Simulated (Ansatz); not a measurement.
# Migration of C in C

Theory: DFT PBE, scalar-relativistic, plane waves, PAW in Ansatz. (420 eV cutoff, 4×4×3 k-mesh, Gaussian smearing of 0.10 eV, no spin polarisation)

Host crystal, relaxed:

```
C
1.0
     2.46653    0.00000    0.00000
    -1.23327    2.13608    0.00000
     0.00000    0.00000    8.46545
C
4
Direct
  0.00000 0.00000 0.25000
  0.00000 0.00000 0.75000
  0.33333 0.66667 0.25000
  0.66667 0.33333 0.75000
```

In a supercell of 28 host sites, interstitial C hops to an equivalent place, moving 1.88 Å between the relaxed ends. Climbing-image nudged elastic band at fixed cell with images 0 (start) to 6 (end), the path measured over all atoms, converged to 0.05 eV/Å; the order of the saddle wasn't checked, and the small cell leaves errors of about a tenth of an eV.

Supercell rows in host cell vectors: 3 1 0; -2 -3 0; 0 0 -1. C was set at (0.000, 0.333, 0.000) of the host cell.

At the relaxed start C has 2 C at 1.53 Å.

(1) What barrier does the band give, and what surrounds the atom at the top?

## Answers

(1) 0.40 eV at image 3, where C has 1 C at 1.47 Å, 1 C at 1.87 Å, 1 C at 1.88 Å.

Cost: 1 run of about 36 core-minutes, on Intel Xeon Platinum 8375C (Ice Lake) (shared hosts).